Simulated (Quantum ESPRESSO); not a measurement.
# FeO (I4/mmm) in Quantum ESPRESSO: single point with PBEsol+U

Aim: the single point of FeO with PBEsol+U.

Everything below comes from runs of Quantum ESPRESSO 7.5. Logs are shortened: lines on timing, memory, paths and dates and some standing lists are left out, and cuts for length are marked.

## Step 1: Starting point

It takes space group I4/mmm (No. 139, tetragonal). The conventional cell has a = 3.204 Å, b = 3.204 Å, c = 4.167 Å, α = 90.00°, β = 90.00°, γ = 90.00°. Around Fe (site symmetry 4/mmm) lie 6 O at 2.08 to 2.27 Å. O (site symmetry 4/mmm) is surrounded by 6 Fe at 2.08 to 2.27 Å.

The cell comes from a database or a generator and needn't be the stable form of this composition.

## Step 2: Single point, PBEsol+U

Input file pw.in:

```
&CONTROL
  calculation = 'scf'
  prefix = 'pwscf'
  outdir = './tmp'
  pseudo_dir = './pseudo'
  tprnfor = .true.
  tstress = .true.
  disk_io = 'nowf'
/
&SYSTEM
  ibrav = 0
  A = 3.07798537
  nat = 2
  ntyp = 2
  ecutwfc = 56
  ecutrho = 448
  nbnd = 21
  occupations = 'smearing'
  smearing = 'fd'
  degauss = 0.00367493
/
&ELECTRONS
  conv_thr = 4d-10
  electron_maxstep = 120
  mixing_beta = 0.3
/
ATOMIC_SPECIES
Fe    55.8450 fe_pbesol_v1.5.uspp.F.UPF
O     15.9990 o_pbesol_v1.2.uspp.F.UPF
CELL_PARAMETERS alat
  -0.5205039077    0.5205039077    0.6768687955
   0.5205039077   -0.5205039077    0.6768687955
   0.5205039077    0.5205039077   -0.6768687955
ATOMIC_POSITIONS alat
Fe     0.0000000000    0.0000000000    0.0000000000
O      0.0000000000    0.0000000000    0.6768687955
K_POINTS automatic
8 8 8 0 0 0
HUBBARD {ortho-atomic}
U Fe-3d 4.0
```

Potentials or basis: GBRV 1.5 PBEsol.

Run with:

```console
$ OMP_NUM_THREADS=1 mpirun -n 2 pw.x -nk 2 -in pw.in > pw.out
```

pw.out:

```text
This program is part of the open-source Quantum ESPRESSO suite
     for quantum simulation of materials; please cite
[... 6 lines left out ...]
     using ibrav=0 with symmetry is DISCOURAGED, use correct ibrav instead

     K-points division:     npool     =       2
     Subspace diagonalization in iterative solution of the eigenvalue problem:
     a serial algorithm will be used

     G-vector sticks info
     --------------------
     sticks:   dense  smooth     PW     G-vecs:    dense   smooth      PW
     Sum        1207     591    231                23179     8199    1875

     Using Slab Decomposition

     bravais-lattice index     =            0
     lattice parameter (alat)  =       5.8165  a.u.
     unit-cell volume          =     144.3473 (a.u.)^3
     number of atoms/cell      =            2
     number of atomic types    =            2
     number of electrons       =        22.00
     number of Kohn-Sham states=           21
     kinetic-energy cutoff     =      56.0000  Ry
     charge density cutoff     =     448.0000  Ry
     scf convergence threshold =      4.0E-10
     mixing beta               =       0.3000
     number of iterations used =            8  plain     mixing
     Exchange-correlation= SLA  PW   PSX  PSC
                           (   1   4  10   8   0   0   0)
     Hubbard projectors: ortho-atomic
     Hubbard parameters of DFT+U (Dudarev formulation) in eV:
     U(Fe-3d) =  4.0000

     Internal variables: lda_plus_u =T, lda_plus_u_kind = 0

     Internal variables: orbital_resolved =F, hub_pot_fix =F, apply_U = F

     celldm(1)=   5.816549  celldm(2)=   0.000000  celldm(3)=   0.000000
     celldm(4)=   0.000000  celldm(5)=   0.000000  celldm(6)=   0.000000

     crystal axes: (cart. coord. in units of alat)
               a(1) = (  -0.520504   0.520504   0.676869 )
               a(2) = (   0.520504  -0.520504   0.676869 )
               a(3) = (   0.520504   0.520504  -0.676869 )

     reciprocal axes: (cart. coord. in units 2 pi/alat)
               b(1) = ( -0.000000  0.960608  0.738696 )
               b(2) = (  0.960608 -0.000000  0.738696 )
               b(3) = (  0.960608  0.960608  0.000000 )

     PseudoPot. # 1 for Fe read from file:
     fe_pbesol_v1.5.uspp.F.UPF
     Pseudo is Ultrasoft + core correction, Zval = 16.0
     Generated by new atomic code, or converted to UPF format
     Using radial grid of  861 points,  6 beta functions with:
                l(1) =   0
                l(2) =   0
                l(3) =   1
                l(4) =   1
                l(5) =   2
                l(6) =   2
     Q(r) pseudized with  8 coefficients,  rinner =    1.000   1.000   1.000
                                                       1.000   1.000

     PseudoPot. # 2 for O  read from file:
     o_pbesol_v1.2.uspp.F.UPF
     Pseudo is Ultrasoft + core correction, Zval =  6.0
     Generated by new atomic code, or converted to UPF format
     Using radial grid of  737 points,  5 beta functions with:
                l(1) =   0
                l(2) =   0
                l(3) =   1
                l(4) =   1
                l(5) =   2
     Q(r) pseudized with  8 coefficients,  rinner =    0.900   0.900   0.900
                                                       0.900   0.900

     atomic species   valence    mass     pseudopotential
     Fe               16.00    55.84500     Fe( 1.00)
     O                 6.00    15.99900     O ( 1.00)

     16 Sym. Ops., with inversion, found

   Cartesian axes

     site n.     atom                  positions (alat units)
         1        Fe     tau(   1) = (   0.0000000   0.0000000   0.0000000  )
         2        O      tau(   2) = (   0.0000000   0.0000000   0.6768688  )

     number of k points=    59  Fermi-Dirac smearing, width (Ry)=  0.0037
                       cart. coord. in units 2pi/alat
        k(    1) = (   0.0000000   0.0000000   0.0000000), wk =   0.0039062
        k(    2) = (   0.1200759   0.1200759   0.0000000), wk =   0.0156250
        k(    3) = (   0.2401519   0.2401519   0.0000000), wk =   0.0156250
        k(    4) = (   0.3602278   0.3602278   0.0000000), wk =   0.0156250
        k(    5) = (  -0.4803038  -0.4803038   0.0000000), wk =   0.0078125
        k(    6) = (   0.1200759  -0.0000000   0.0923369), wk =   0.0312500
[... 51 lines left out ...]
        k(   58) = (  -0.8405316  -0.1200759  -0.0000000), wk =   0.0156250
        k(   59) = (  -0.9606076  -0.9606076  -0.7386956), wk =   0.0039062

     Dense  grid:    23179 G-vectors     FFT dimensions: (  40,  40,  40)

     Smooth grid:     8199 G-vectors     FFT dimensions: (  27,  27,  27)

     Check: negative core charge=   -0.000029

     Initial potential from superposition of free atoms

     starting charge      21.0000, renormalised to      22.0000

     STARTING HUBBARD OCCUPATIONS:

     =================== HUBBARD OCCUPATIONS ===================
     ------------------------ ATOM    1 ------------------------
     Tr[ns(  1)] =   5.00000
     eigenvalues:
       0.500  0.500  0.500  0.500  0.500
     eigenvectors (columns):
       1.000  0.000  0.000  0.000  0.000
       0.000  1.000  0.000  0.000  0.000
       0.000  0.000  1.000  0.000  0.000
       0.000  0.000  0.000  1.000  0.000
       0.000  0.000  0.000  0.000  1.000
     occupation matrix ns (before diag.):
       0.500  0.000  0.000  0.000  0.000
       0.000  0.500  0.000  0.000  0.000
       0.000  0.000  0.500  0.000  0.000
       0.000  0.000  0.000  0.500  0.000
       0.000  0.000  0.000  0.000  0.500

     Number of occupied Hubbard levels =    5.0000

     Atomic wfc used for Hubbard projectors are orthogonalized

     Starting wfcs are   17 randomized atomic wfcs +    4 random wfcs

     Self-consistent Calculation

     iteration #  1     ecut=    56.00 Ry     beta= 0.30
     Davidson diagonalization with overlap
     ethr =  1.00E-02,  avg # of iterations =  5.4

     =================== HUBBARD OCCUPATIONS ===================
     ------------------------ ATOM    1 ------------------------
     Tr[ns(  1)] =   5.81854
     eigenvalues:
       0.227  0.385  0.723  0.723  0.852
     eigenvectors (columns):
      -1.000  0.000  0.000  0.000 -0.000
      -0.000 -0.000 -0.619 -0.785 -0.000
      -0.000 -0.000 -0.785  0.619 -0.000
       0.000  0.000  0.000  0.000 -1.000
       0.000  1.000 -0.000 -0.000  0.000
     occupation matrix ns (before diag.):
       0.227 -0.000 -0.000  0.000  0.000
      -0.000  0.723 -0.000  0.000  0.000
      -0.000 -0.000  0.723  0.000  0.000
       0.000  0.000  0.000  0.852 -0.000
       0.000  0.000  0.000 -0.000  0.385

     Number of occupied Hubbard levels =    5.8185

     total energy              =    -281.79352141 Ry
     estimated scf accuracy    <       0.78373296 Ry

     iteration #  2     ecut=    56.00 Ry     beta= 0.30
     Davidson diagonalization with overlap
     ethr =  3.56E-03,  avg # of iterations =  2.0

     total energy              =    -282.04374682 Ry
     estimated scf accuracy    <       0.49947532 Ry

     iteration #  3     ecut=    56.00 Ry     beta= 0.30
     Davidson diagonalization with overlap
     ethr =  2.27E-03,  avg # of iterations =  1.1

     total energy              =    -282.11913903 Ry
     estimated scf accuracy    <       0.11312840 Ry

     iteration #  4     ecut=    56.00 Ry     beta= 0.30
     Davidson diagonalization with overlap
     ethr =  5.14E-04,  avg # of iterations =  1.0
[... 25 lines left out ...]
     iteration #  8     ecut=    56.00 Ry     beta= 0.30
     Davidson diagonalization with overlap
     ethr =  9.01E-08,  avg # of iterations =  1.2

     total energy              =    -282.14968640 Ry
     estimated scf accuracy    <       0.00000030 Ry

     iteration #  9     ecut=    56.00 Ry     beta= 0.30
     Davidson diagonalization with overlap
     ethr =  1.38E-09,  avg # of iterations =  2.0

     total energy              =    -282.14968816 Ry
     estimated scf accuracy    <       0.00000005 Ry

     iteration # 10     ecut=    56.00 Ry     beta= 0.30
     Davidson diagonalization with overlap
     ethr =  2.09E-10,  avg # of iterations =  1.8

     total energy              =    -282.14968902 Ry
     estimated scf accuracy    <          3.4E-09 Ry

     iteration # 11     ecut=    56.00 Ry     beta= 0.30
     Davidson diagonalization with overlap
     ethr =  1.53E-11,  avg # of iterations =  2.0

     total energy              =    -282.14968944 Ry
     estimated scf accuracy    <          9.8E-10 Ry

     iteration # 12     ecut=    56.00 Ry     beta= 0.30
     Davidson diagonalization with overlap
     ethr =  4.48E-12,  avg # of iterations =  2.0

     End of self-consistent calculation

     =================== HUBBARD OCCUPATIONS ===================
     ------------------------ ATOM    1 ------------------------
     Tr[ns(  1)] =   6.34444
     eigenvalues:
       0.105  0.133  0.978  0.978  0.978
     eigenvectors (columns):
      -0.000  1.000  0.000 -0.000  0.000
      -0.000  0.000 -0.000  0.508 -0.861
      -0.000  0.000 -0.000  0.861  0.508
       0.000 -0.000  1.000  0.000 -0.000
       1.000  0.000 -0.000  0.000 -0.000
     occupation matrix ns (before diag.):
       0.133 -0.000 -0.000  0.000  0.000
      -0.000  0.978 -0.000  0.000  0.000
      -0.000 -0.000  0.978  0.000  0.000
       0.000  0.000  0.000  0.978 -0.000
       0.000  0.000  0.000 -0.000  0.105

     Number of occupied Hubbard levels =    6.3444

          k = 0.0000 0.0000 0.0000 (  1001 PWs)   bands (ev):

   -74.2543 -40.4908 -40.4908 -40.4024  -7.2101   9.1158   9.1796   9.1796
     9.3621   9.3621   9.4307  12.3900  12.8270  13.7013  28.1162  29.8885
    29.9285  29.9285  32.1833  32.1833  34.7742

          k = 0.1201 0.1201 0.0000 (  1002 PWs)   bands (ev):

   -74.2535 -40.4969 -40.4923 -40.4053  -7.0522   8.1157   8.5372   8.8070
     9.0459   9.8433  10.0455  12.7528  13.4762  14.5019  26.6104  28.3836
    28.4382  29.1857  32.4552  34.5908  36.3395

          k = 0.2402 0.2402 0.0000 (  1024 PWs)   bands (ev):

   -74.2516 -40.5115 -40.4959 -40.4122  -6.6794   6.7143   8.1827   8.4992
     8.7320  10.3384  10.4187  12.9749  13.7325  16.7578  24.2163  25.2829
    27.1728  28.3397  36.7452  37.2759  38.5037

          k = 0.3602 0.3602 0.0000 (  1012 PWs)   bands (ev):

   -74.2497 -40.5259 -40.4995 -40.4190  -6.3259   6.0913   8.0819   8.4301
     8.4908  10.3843  10.4921  13.1642  13.7636  18.1925  21.6338  24.5745
    26.8808  28.1351  37.4200  39.1234  40.6799

          k =-0.4803-0.4803 0.0000 (  1038 PWs)   bands (ev):
[... 299 lines left out ...]
          k = 0.0000 0.0000 0.5540 (  1014 PWs)   bands (ev):

   -74.2484 -40.5097 -40.5097 -40.4404  -6.1611   6.0297   7.9404   7.9404
     8.4130  10.6636  10.6636  13.3249  13.6704  18.7016  22.8067  23.5159
    26.4718  26.4718  37.6486  38.7617  41.6575

          k =-0.9606-0.1201-0.0923 (  1029 PWs)   bands (ev):

   -74.2477 -40.5139 -40.5110 -40.4429  -6.0649   6.1426   7.3908   7.9651
     8.8641  10.4546  10.4953  13.5805  13.7971  18.9088  22.1421  22.7429
    26.3944  27.1802  37.3615  38.5944  40.7660

          k = 0.0000 0.7205-0.0000 (  1037 PWs)   bands (ev):

   -74.2479 -40.5180 -40.5088 -40.4393  -6.0555   6.4110   6.5663   7.9018
     9.4764  10.2553  10.4560  13.8411  14.0519  19.7636  21.2328  22.2113
    26.1013  28.4188  35.2091  39.2074  39.3495

          k =-0.8405-0.1201-0.0000 (  1016 PWs)   bands (ev):

   -74.2476 -40.5157 -40.5113 -40.4428  -6.0390   6.3059   7.1996   7.7272
     9.1856  10.3382  10.4306  13.5786  13.9189  19.2247  22.1217  22.3399
    25.4873  28.2349  36.1511  38.8626  41.1252

          k =-0.9606-0.9606-0.7387 (  1042 PWs)   bands (ev):

   -74.2473 -40.5129 -40.5129 -40.4464  -6.0420   6.1957   8.0638   8.0638
     8.2465  10.4209  10.4209  13.4129  13.6844  18.5478  22.0387  23.2548
    26.6187  26.6187  38.2006  39.5154  41.3812

     the Fermi energy is    11.6964 ev

!    total energy              =    -282.14968984 Ry
     estimated scf accuracy    <          2.7E-10 Ry
     smearing contrib. (-TS)   =      -0.00000000 Ry
     internal energy E=F+TS    =    -282.14968984 Ry

     The total energy is F=E-TS. E is the sum of the following terms:
     one-electron contribution =    -143.90229870 Ry
     hartree contribution      =      83.20608618 Ry
     xc contribution           =     -35.94607967 Ry
     ewald contribution        =    -185.58791234 Ry
     Hubbard energy            =       0.08051469 Ry

     convergence has been achieved in  12 iterations

     Forces acting on atoms (cartesian axes, Ry/au):

     atom    1 type  1   force =     0.00000000    0.00000000    0.00000000
     atom    2 type  2   force =     0.00000000    0.00000000    0.00000000

     Total force =     0.000000     Total SCF correction =     0.000000

     Computing stress (Cartesian axis) and pressure

          total   stress  (Ry/bohr**3)                   (kbar)     P=     -301.76
  -0.00239999  -0.00000000  -0.00000000         -353.05       -0.00       -0.00
  -0.00000000  -0.00239999  -0.00000000           -0.00     -353.05       -0.00
  -0.00000000  -0.00000000  -0.00135393           -0.00       -0.00     -199.17

=------------------------------------------------------------------------------=
   JOB DONE.
=------------------------------------------------------------------------------=
```

It took 11 s on 2 MPI ranks of Intel Xeon 6975P-C (Granite Rapids), shared host; peak memory 0.2 GiB.

Results:

* Free energy: -3838.8421 eV
* Pressure: -30.2 GPa
* Band gap on the k mesh: 1.58 eV, indirect (least direct gap 2.31 eV)

Eigenvalues of the final occupation matrices:
| site | spin | trace | eigenvalues |
| --- | --- | --- | --- |
| Fe 1 3d | each | 3.17 | 0.10 0.13 0.98 0.98 0.98 |

Caveat: a pressure of tens of GPa on the cell as given is suspect, and the run, the potentials or the cell itself is likely at fault. A k mesh can miss the band edges.
